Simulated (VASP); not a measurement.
# Si (Fd-3m) in VASP: notebook

Aim: see how the results for Si move with the level of theory and the settings. Levels: PBE, PBEsol. Tasks: relaxation of the atoms, relaxation of cell and atoms.

Everything below comes from runs of VASP 6.6.1. Logs are shortened: lines on timing, memory, paths and dates and some standing lists are left out, and cuts for length are marked.

## (1) The structure

It takes space group Fd-3m (No. 227, cubic). The conventional cell has a = 5.427 Å, b = 5.427 Å, c = 5.427 Å, α = 90.00°, β = 90.00°, γ = 90.00°. Around Si (site symmetry -43m) lie 4 Si at 2.35 Å.

## (2) Relaxation of the atoms, PBE (a relaxed cell with its volume scaled by 1.02)

INCAR reads:

```
PREC = Accurate
ENCUT = 300
EDIFF = 1E-7
ISMEAR = 0
SIGMA = 0.03
LREAL = F
LASPH = T
NELM = 80
ALGO = Fast
ISIF = 2
LWAVE = F
LCHARG = F
GGA = PE
IBRION = 2
NSW = 40
EDIFFG = -0.01
```

KPOINTS reads:

```
Automatic mesh
0
Gamma
  5 5 5
```

POSCAR reads:

```
Si                                      
1.0
    0.0000000000      2.7531193776      2.7531193776
    2.7531193776      0.0000000000      2.7531193776
    2.7531193776      2.7531193776      0.0000000000
  Si            
     2
Direct
     0.7500000000000000    0.7500000000000000    0.7500000000000000
     0.5000000000000000    0.5000000000000000    0.5000000000000000
```

Potentials or basis: VASP PAW PBE potentials, release 64 (Si).

Run with:

```bash
cat potpaw_PBE.64/Si/POTCAR > POTCAR
mpirun -np 1 vasp_std > vasp.out
```

OUTCAR:

```text
PREC = Accurate
   ENCUT = 300
   EDIFF = 1E-7
   ISMEAR = 0
   LREAL = F
   LASPH = T
   NELM = 80
   ISIF = 2
   GGA = PE
   IBRION = 2
   NSW = 40
   EDIFFG = -0.01

 ion  position               nearest neighbor table
   1  0.750  0.750  0.750-   2 2.38   2 2.38   2 2.38   2 2.38
   2  0.500  0.500  0.500-   1 2.38   1 2.38   1 2.38   1 2.38

  LATTYP: Found a face centered cubic cell.
 ALAT       =     5.5062387552

  Lattice vectors:

 A1 = (   0.0000000000,   2.7531193776,   2.7531193776)
 A2 = (   2.7531193776,   0.0000000000,   2.7531193776)
 A3 = (   2.7531193776,   2.7531193776,   0.0000000000)

Analysis of symmetry for initial positions (statically):
=====================================================================
 Subroutine PRICEL returns:
 Original cell was already a primitive cell.

 Routine SETGRP: Setting up the symmetry group for a
 face centered cubic supercell.

 Subroutine GETGRP returns: Found 48 space group operations
 (whereof 24 operations were pure point group operations)
 out of a pool of 48 trial point group operations.

The static configuration has the point symmetry T_d .
 The point group associated with its full space group is O_h .

Analysis of symmetry for dynamics (positions and initial velocities):
=====================================================================
 Subroutine PRICEL returns:
 Original cell was already a primitive cell.

 Routine SETGRP: Setting up the symmetry group for a
 face centered cubic supercell.

 Subroutine GETGRP returns: Found 48 space group operations
 (whereof 24 operations were pure point group operations)
 out of a pool of 48 trial point group operations.

The dynamic configuration has the point symmetry T_d .
 The point group associated with its full space group is O_h .

 Subroutine INISYM returns: Found 48 space group operations
 (whereof 24 operations are pure point group operations),
 and found     1 'primitive' translations

----------------------------------------------------------------------------------------

                                     Primitive cell

  volume of cell :      41.7355

  direct lattice vectors                    reciprocal lattice vectors
     0.000000000  2.753119378  2.753119378    -0.181612176  0.181612176  0.181612176
     2.753119378  0.000000000  2.753119378     0.181612176 -0.181612176  0.181612176
     2.753119378  2.753119378  0.000000000     0.181612176  0.181612176 -0.181612176

  length of vectors
     3.893498763  3.893498763  3.893498763     0.314561516  0.314561516  0.314561516

  position of ions in fractional coordinates (direct lattice)
     0.750000000  0.750000000  0.750000000
     0.500000000  0.500000000  0.500000000

  ion indices of the primitive-cell ions
   primitive index   ion index
                 1           1
                 2           2

----------------------------------------------------------------------------------------

 KPOINTS: Automatic mesh

Automatic generation of k-mesh.
 Grid dimensions read from file:
 generate k-points for:    5    5    5

 Generating k-lattice:

  Cartesian coordinates                     Fractional coordinates (reciprocal lattice)
    -0.036322435  0.036322435  0.036322435     0.200000000  0.000000000  0.000000000
     0.036322435 -0.036322435  0.036322435     0.000000000  0.200000000  0.000000000
     0.036322435  0.036322435 -0.036322435     0.000000000  0.000000000  0.200000000

  Length of vectors
     0.062912303  0.062912303  0.062912303

  Shift w.r.t. Gamma in fractional coordinates (k-lattice)
     0.000000000  0.000000000  0.000000000

 Subroutine IBZKPT returns following result:
 ===========================================

 Found     10 irreducible k-points:

 Following reciprocal coordinates:
            Coordinates               Weight
  0.000000  0.000000  0.000000      1.000000
  0.200000  0.000000  0.000000      8.000000
  0.400000  0.000000  0.000000      8.000000
  0.200000  0.200000  0.000000      6.000000
  0.400000  0.200000  0.000000     24.000000
 -0.400000  0.200000  0.000000     24.000000
 -0.200000  0.200000  0.000000     12.000000
  0.400000  0.400000  0.000000      6.000000
 -0.400000  0.400000  0.000000     12.000000
 -0.400000  0.400000  0.200000     24.000000
   k-points           NKPTS =     10   k-points in BZ     NKDIM =     10   number of bands    NBANDS=      8
   number of dos      NEDOS =    301   number of ions     NIONS =      2
   total plane-waves  NPLWV =  13824
   dimension x,y,z NGX =    24 NGY =   24 NGZ =   24
   dimension x,y,z NGXF=    48 NGYF=   48 NGZF=   48
   ions per type =               2
   NGX,Y,Z   is equivalent  to a cutoff of  10.25, 10.25, 10.25 a.u.
   NGXF,Y,Z  is equivalent  to a cutoff of  20.50, 20.50, 20.50 a.u.
 SYSTEM =  unknown system
   PREC   = accura    normal or accurate (medium, high low for compatibility)
   ISTART =      0    job   : 0-new  1-cont  2-samecut
   ICHARG =      2    charge: 1-file 2-atom 10-const
   ISPIN  =      1    spin polarized calculation?
   LNONCOLLINEAR =      F non collinear calculations
   LSORBIT =      F    spin-orbit coupling
   LASPH  =      T    aspherical Exc in radial PAW
   ENCUT  =  300.0 eV  22.05 Ry    4.70 a.u.   5.50  5.50  5.50*2*pi/ulx,y,z
   NELM   =     80;   NELMIN=  2; NELMDL= -5     # of ELM steps
   EDIFF  = 0.1E-06   stopping-criterion for ELM
   LREAL  =      F    real-space projection
   EDIFFG = -.1E-01   stopping-criterion for IOM
   NSW    =     40    number of steps for IOM
   IBRION =      2    ionic relax: 0-MD 1-quasi-New 2-CG
   NFREE  =      1    steps in history (QN), initial steepest desc. (CG)
   ISIF   =      2    stress and relaxation
   ISYM   =      2    0-nonsym 1-usesym 2-fastsym
   POTIM  = 0.5000    time-step for ionic-motion
   TEBEG  =    0.0;   TEEND  =   0.0 temperature during run
   PSTRESS=    0.0 pullay stress
   NELECT =       8.0000    total number of electrons
   NUPDOWN=      -1.0000    fix difference up-down
   EMIN   =  10.00;   EMAX   =-10.00  energy-range for DOS
   EFERMI =   0.00;   METHOD = LEGACY
   ISMEAR =     0;   SIGMA  =   0.03  broadening in eV -4-tet -1-fermi 0-gaus
   EFERMI_NEDOS =   21; number of points for ismear=-14 and -15
   IALGO  =     68    algorithm
   IMIX   =      4    mixing-type and parameters
     AMIX     =   0.40;   BMIX     =  1.00
     AMIX_MAG =   1.60;   BMIX_MAG =  1.00
  volume/ion in A,a.u.               =      20.87       140.82
  Fermi-wavevector in a.u.,A,eV,Ry     =   0.943923  1.783755 12.122657  0.890990
  Thomas-Fermi vector in A             =   2.071677
   LORBIT       =      0    0 simple, 1 ext, 2 COOP (PROOUT), +10 PAW based schemes
   GGA     = PE    functional components
   LHFCALC =     F    Hartree Fock is set to
   AEXX    =    0.0000 exact exchange contribution
   IVDW    =     0    specifies the selected vdW correction
   LEPSILON=     F    determine dielectric tensor
   LRPA    =     F    only Hartree local field effects (RPA)
 conjugate gradient relaxation of ions
 non-spin polarized calculation
 RMM-DIIS sequential band-by-band and
 Gauss-broadening in eV      SIGMA  =   0.03
  energy-cutoff  :      300.00
  volume of cell :       41.74
 maximum number of plane-waves:       531
 NGX is ok and might be reduce to    24
   NGX = 11   NGY = 11   NGZ = 11

 number of electron       8.0000000 magnetization

 Free energy of the ion-electron system (eV)
  ---------------------------------------------------
  ext. energy  EPLUGINS =         0.00000000
  ---------------------------------------------------
  free energy    TOTEN  =       -10.77704533 eV

  energy without entropy =      -10.77704533  energy(sigma->0) =      -10.77704533

 E-fermi :   5.5839     XC(G=0):  -9.2365

 val. band max:        5.4339624823   @ k =   0.0000   0.0000   0.0000
 cond. band min:       6.0822027671   @ k =   0.4000   0.4000   0.0000
 fundamental gap:      0.6482402848
 Fermi energy:         5.5838867960

 k-point     1 :       0.0000    0.0000    0.0000
  band No.  band energies     occupation
      1      -6.2483      2.00000
      2       5.4340      2.00000
      3       5.4340      2.00000
      4       5.4340      2.00000
      5       7.9762      0.00000
      6       7.9762      0.00000
      7       7.9762      0.00000
      8       8.3361      0.00000

 k-point     2 :       0.2000    0.0000    0.0000
  band No.  band energies     occupation
      1      -5.7491      2.00000
      2       2.4713      2.00000
      3       4.8759      2.00000
      4       4.8759      2.00000
      5       7.5135      0.00000
      6       8.7550      0.00000
      7       8.7550      0.00000
      8      11.1452      0.00000

 k-point     3 :       0.4000    0.0000    0.0000
  band No.  band energies     occupation
      1      -4.4435      2.00000
      2      -0.6829      2.00000
      3       4.3421      2.00000
      4       4.3421      2.00000
      5       6.9106      0.00000
      6       8.8562      0.00000
      7       8.8562      0.00000
      8      13.1975      0.00000

 k-point     4 :       0.2000    0.2000    0.0000
  band No.  band energies     occupation
      1      -5.5769      2.00000
      2       2.7842      2.00000
      3       4.0076      2.00000
      4       4.0076      2.00000
      5       6.9180      0.00000
      6       9.2407      0.00000
      7      10.2243      0.00000
      8      10.2243      0.00000

 k-point     5 :       0.4000    0.2000    0.0000
  band No.  band energies     occupation
      1      -4.4790      2.00000
      2       0.2062      2.00000
      3       2.8966      2.00000
      4       3.5138      2.00000
      5       7.2268      0.00000
      6       9.4777      0.00000
      7      10.2277      0.00000
      8      10.7915      0.00000

 k-point     6 :      -0.4000    0.2000    0.0000
  band No.  band energies     occupation
      1      -3.6396      2.00000
      2      -1.1200      2.00000
      3       2.1185      2.00000
      4       3.7817      2.00000
      5       7.4869      0.00000
      6       9.9243      0.00000
      7      10.1909      0.00000
      8      12.8610      0.00000

 k-point     7 :      -0.2000    0.2000    0.0000
  band No.  band energies     occupation
      1      -4.9485      2.00000
      2       1.0088      2.00000
      3       2.5578      2.00000
      4       4.6146      2.00000
      5       8.2355      0.00000
      6       9.3669      0.00000
      7       9.6665      0.00000
      8      11.0055      0.00000

 k-point     8 :       0.4000    0.4000    0.0000
  band No.  band energies     occupation
      1      -3.6318      2.00000
      2      -0.6703      2.00000
      3       2.8407      2.00000
      4       2.8407      2.00000
      5       6.0822      0.00000
      6       6.8142      0.00000
      7      13.7310      0.00000
      8      13.7310      0.00000

 k-point     9 :      -0.4000    0.4000    0.0000
  band No.  band energies     occupation
      1      -2.4838      2.00000
      2      -1.8830      2.00000
      3       1.5468      2.00000
      4       2.9541      2.00000
      5       6.5250      0.00000
      6       8.5775      0.00000
      7      13.3323      0.00000
      8      13.8588      0.00000

 k-point    10 :      -0.4000    0.4000    0.2000
  band No.  band energies     occupation
      1      -3.2171      2.00000
      2      -1.0414      2.00000
      3       1.6229      2.00000
      4       2.5717      2.00000
      5       8.8024      0.00000
      6       9.2215      0.00000
      7       9.7409      0.00000
      8      13.0549      0.00000

------------------------ aborting loop because EDIFF is reached ----------------------------------------

  FORCE on cell =-STRESS in cart. coord.  units (eV):
  Direction    XX          YY          ZZ          XY          YZ          ZX
  --------------------------------------------------------------------------------------
  -------------------------------------------------------------------------------------
  Total       -0.4407987     -0.4407987     -0.4407987     -0.0000000     -0.0000000     -0.0000000
  in kB      -16.9217674    -16.9217674    -16.9217674     -0.0000000     -0.0000000     -0.0000000
  external PRESSURE =     -16.9217674 kB  Pullay stress =       0.0000000 kB

 VOLUME and BASIS-vectors are now :
 -----------------------------------------------------------------------------
  energy-cutoff  :      300.00
  volume of cell :       41.74
      direct lattice vectors                 reciprocal lattice vectors
     0.000000000  2.753119378  2.753119378    -0.181612176  0.181612176  0.181612176
     2.753119378  0.000000000  2.753119378     0.181612176 -0.181612176  0.181612176
     2.753119378  2.753119378  0.000000000     0.181612176  0.181612176 -0.181612176

 POSITION                                       TOTAL-FORCE (eV/Angst)
 -----------------------------------------------------------------------------------
      4.12968      4.12968      4.12968         0.000000     -0.000000     -0.000000
      2.75312      2.75312      2.75312        -0.000000      0.000000      0.000000
 -----------------------------------------------------------------------------------
    total drift:                                0.000000      0.000000      0.000000

  FREE ENERGIE OF THE ION-ELECTRON SYSTEM (eV)
  ---------------------------------------------------
  free  energy   TOTEN  =       -10.7770453285 eV

  energy  without entropy=      -10.7770453285  energy(sigma->0) =      -10.77704533

 reached required accuracy - stopping structural energy minimisation
```

It took 2 s on 1 thread of AMD EPYC 9R45 (Zen 5), shared host; peak memory 0.09 GiB.

Results:

| Item | Value |
| --- | --- |
| Free energy | -10.7770 eV |
| Pressure after relaxing | -1.7 GPa |
| Band gap on the k mesh | 0.65 eV, indirect (least direct gap 2.54 eV) |

Final structure:
```xyz
2
Lattice="0.0000 2.7531 2.7531 2.7531 0.0000 2.7531 2.7531 2.7531 0.0000" Properties=species:S:1:pos:R:3 pbc="T T T"
Si    4.1297    4.1297    4.1297
Si    2.7531    2.7531    2.7531
```

Caveat: the cutoff is under 1.25 times the usual one of these potentials, so pressure, stress and relaxed cells hold a basis-set (Pulay) error; the relaxation stopped at its first step, so nothing moved; an odd mesh through Γ misses points on the zone boundary, where band edges often lie.

## (3) Relaxation of the atoms, PBE (a relaxed cell with its volume scaled by 1.04)

INCAR is that of step 2.

KPOINTS is that of step 2.

POSCAR reads:

```
Si                                      
1.0
    0.0000000000      2.7709972771      2.7709972771
    2.7709972771      0.0000000000      2.7709972771
    2.7709972771      2.7709972771      0.0000000000
  Si            
     2
Direct
     0.7500000000000000    0.7500000000000000    0.7500000000000000
     0.5000000000000000    0.5000000000000000    0.5000000000000000
```

Potentials or basis: VASP PAW PBE potentials, release 64 (Si).

Run with:

```bash
cat potpaw_PBE.64/Si/POTCAR > POTCAR
mpirun -np 1 vasp_std > vasp.out
```

OUTCAR:

```text
PREC = Accurate
   ENCUT = 300
   EDIFF = 1E-7
   ISMEAR = 0
   LREAL = F
   LASPH = T
   NELM = 80
   ISIF = 2
   GGA = PE
   IBRION = 2
   NSW = 40
   EDIFFG = -0.01

 ion  position               nearest neighbor table
   1  0.750  0.750  0.750-   2 2.40   2 2.40   2 2.40   2 2.40
   2  0.500  0.500  0.500-   1 2.40   1 2.40   1 2.40   1 2.40

  LATTYP: Found a face centered cubic cell.
 ALAT       =     5.5419945542

  Lattice vectors:

 A1 = (   0.0000000000,   2.7709972771,   2.7709972771)
 A2 = (   2.7709972771,   0.0000000000,   2.7709972771)
 A3 = (   2.7709972771,   2.7709972771,   0.0000000000)

Analysis of symmetry for initial positions (statically):
=====================================================================
 Subroutine PRICEL returns:
 Original cell was already a primitive cell.

 Routine SETGRP: Setting up the symmetry group for a
 face centered cubic supercell.

 Subroutine GETGRP returns: Found 48 space group operations
 (whereof 24 operations were pure point group operations)
 out of a pool of 48 trial point group operations.

The static configuration has the point symmetry T_d .
[... 158 lines left out ...]

 k-point     1 :       0.0000    0.0000    0.0000
  band No.  band energies     occupation
      1      -6.3082      2.00000
      2       5.2465      2.00000
      3       5.2465      2.00000
      4       5.2465      2.00000
      5       7.7798      0.00000
      6       7.7798      0.00000
      7       7.7798      0.00000
      8       7.9324      0.00000
[... 89 lines left out ...]
 k-point    10 :      -0.4000    0.4000    0.2000
  band No.  band energies     occupation
      1      -3.3329      2.00000
      2      -1.1911      2.00000
      3       1.5135      2.00000
      4       2.4443      2.00000
      5       8.5992      0.00000
      6       9.0376      0.00000
      7       9.4928      0.00000
      8      12.7772      0.00000

------------------------ aborting loop because EDIFF is reached ----------------------------------------

  FORCE on cell =-STRESS in cart. coord.  units (eV):
  Direction    XX          YY          ZZ          XY          YZ          ZX
  --------------------------------------------------------------------------------------
  -------------------------------------------------------------------------------------
  Total       -0.8565419     -0.8565419     -0.8565419      0.0000000     -0.0000000      0.0000000
  in kB      -32.2493440    -32.2493440    -32.2493440      0.0000000     -0.0000000      0.0000000
  external PRESSURE =     -32.2493440 kB  Pullay stress =       0.0000000 kB

 VOLUME and BASIS-vectors are now :
 -----------------------------------------------------------------------------
  energy-cutoff  :      300.00
  volume of cell :       42.55
      direct lattice vectors                 reciprocal lattice vectors
     0.000000000  2.770997277  2.770997277    -0.180440452  0.180440452  0.180440452
     2.770997277  0.000000000  2.770997277     0.180440452 -0.180440452  0.180440452
     2.770997277  2.770997277  0.000000000     0.180440452  0.180440452 -0.180440452

 POSITION                                       TOTAL-FORCE (eV/Angst)
 -----------------------------------------------------------------------------------
      4.15650      4.15650      4.15650        -0.000000     -0.000000     -0.000000
      2.77100      2.77100      2.77100         0.000000      0.000000      0.000000
 -----------------------------------------------------------------------------------
    total drift:                                0.000000      0.000000      0.000000

  FREE ENERGIE OF THE ION-ELECTRON SYSTEM (eV)
  ---------------------------------------------------
  free  energy   TOTEN  =       -10.7649831681 eV

  energy  without entropy=      -10.7649831681  energy(sigma->0) =      -10.76498317

 reached required accuracy - stopping structural energy minimisation
```

CONTCAR:

```text
Si
   1.00000000000000
     0.0000000000000000    2.7709972771000002    2.7709972771000002
     2.7709972771000002    0.0000000000000000    2.7709972771000002
     2.7709972771000002    2.7709972771000002    0.0000000000000000
  Si
     2
Direct
     0.7500000000000000    0.7500000000000000    0.7500000000000000
     0.5000000000000000    0.5000000000000000    0.5000000000000000

  0.00000000E+00  0.00000000E+00  0.00000000E+00
  0.00000000E+00  0.00000000E+00  0.00000000E+00
```

Wall time 2 s (1 thread of AMD EPYC 9R45 (Zen 5), shared host); peak memory 0.09 GiB.

Results:

```
Free energy             : -10.7650 eV
Pressure after relaxing : -3.2 GPa
Band gap on the k mesh  : 0.68 eV, indirect (least direct gap 2.48 eV)
```

Final structure:
```cif
data_structure
_symmetry_space_group_name_H-M 'P 1'
_symmetry_Int_Tables_number 1
_cell_length_a 3.9188
_cell_length_b 3.9188
_cell_length_c 3.9188
_cell_angle_alpha 60.000
_cell_angle_beta 60.000
_cell_angle_gamma 60.000
_cell_volume 42.55
loop_
_atom_site_label
_atom_site_type_symbol
_atom_site_fract_x
_atom_site_fract_y
_atom_site_fract_z
_atom_site_occupancy
Si1 Si 0.75000 0.75000 0.75000 1
Si2 Si 0.50000 0.50000 0.50000 1
```

Levels at points of the mesh, in eV from the valence-band top:
```tsv
k point	band 2	band 3	band 4	band 5	band 6	band 7
(0.00, 0.00, 0.00)	0.00	0.00	0.00	2.53	2.53	2.53
```

Caveat: the cutoff is under 1.25 times the usual one of these potentials, so pressure, stress and relaxed cells hold a basis-set (Pulay) error; the relaxation stopped at its first step, so nothing moved; an odd mesh through Γ misses points on the zone boundary, where band edges often lie.

(Part 1 of 2 ends here.)
